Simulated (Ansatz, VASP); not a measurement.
# MgSe3: VASP beside Ansatz

```
Mg Se
1.0
     4.71098    0.00000    0.00000
     0.00000    4.71098    0.00000
     0.00000    0.00000    4.71098
Mg Se
1 3
Direct
  0.00000 0.00000 0.00000
  0.00000 0.50000 0.50000
  0.50000 0.00000 0.50000
  0.50000 0.50000 0.00000
```

Change from the starting cell: species swapped into the KPb3 type (Pm-3m, No. 221).

Alike in both runs: task single point; functional PBE; k mesh 4 × 4 × 4; occupations gaussian, width 0.1 eV; no spin polarisation.

|  | VASP | Ansatz |
| --- | --- | --- |
| version | VASP 6.6.1 | Ansatz 0.2.0 |
| potentials or method | VASP PAW PBE potentials, release 64 (Mg, Se) | scalar-relativistic, plane waves, PAW |
| plane-wave cutoff (eV) | 520 | 420 |
| valence electrons in the cell | 20 | 58 |

|  | VASP | Ansatz | Ansatz less VASP |
| --- | --- | --- | --- |
| gap on the k mesh at the Fermi level (eV) | none | none | - |
| pressure (GPa) | -7.7 | -7.6 | +0.04 |

A gap of «none» marks a metal or a gap that the smearing closes. The two sets of potentials don't hold the same shells in valence.
